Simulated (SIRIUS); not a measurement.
## Yb in SIRIUS: convergence with smearing width

Yb:

```
Yb
1.0
     0.00000    2.74310    2.74310
     2.74310    0.00000    2.74310
     2.74310    2.74310    0.00000
Yb
1
Direct
  0.00000 0.00000 0.00000
```

```yaml
Program: SIRIUS 7.10.0
Task: single point
Functional: PBE
Potentials_or_basis: SSSP 1.3.0 PBE efficiency
Cutoff: 557 eV
Density_cutoff: 5442 eV
k_mesh: 7 × 7 × 7
Occupations: cold, width 0.4 eV
Spin: collinear spin, ferromagnetic start
Starting_moments: "[1.0] μB"
```

These are the settings of the first run; the series varies smearing width, with any setting tied to it.

Hardware: 1 thread of Arm Neoverse V2 (shared host).

```
smearing width  energy less the tightest run (meV/atom)  pressure (GPa)  SCF cycles  CPU time (s)  peak memory (GiB)
        0.4 eV                                   310.51           -2.96          67           290               0.66
        0.3 eV                                   202.11           -3.06          61           220               0.64
        0.2 eV                                    83.78           -3.22          73           340               0.66
      0.136 eV                                     0.00           -3.33          65           260               0.65
        0.1 eV                    timed out after 390 s               -           -             -                  -
       0.05 eV                    timed out after 390 s               -           -             -                  -
      0.025 eV                    timed out after 390 s               -           -             -                  -
       0.01 eV                    timed out after 240 s               -           -             -                  -
```

Not settled before the last step: the energy (to 1 meV/atom), the pressure (to 0.1 GPa). Narrower smearing needs a denser k mesh, so at a fixed mesh the narrowest width isn't the most accurate. The tightest run that finished is the yardstick and may itself not be fully converged.

Caveat, for the tightest run too: the starting moments collapsed, and a magnetic state may lie lower. The state reached can hang on the start; a lower one may exist.
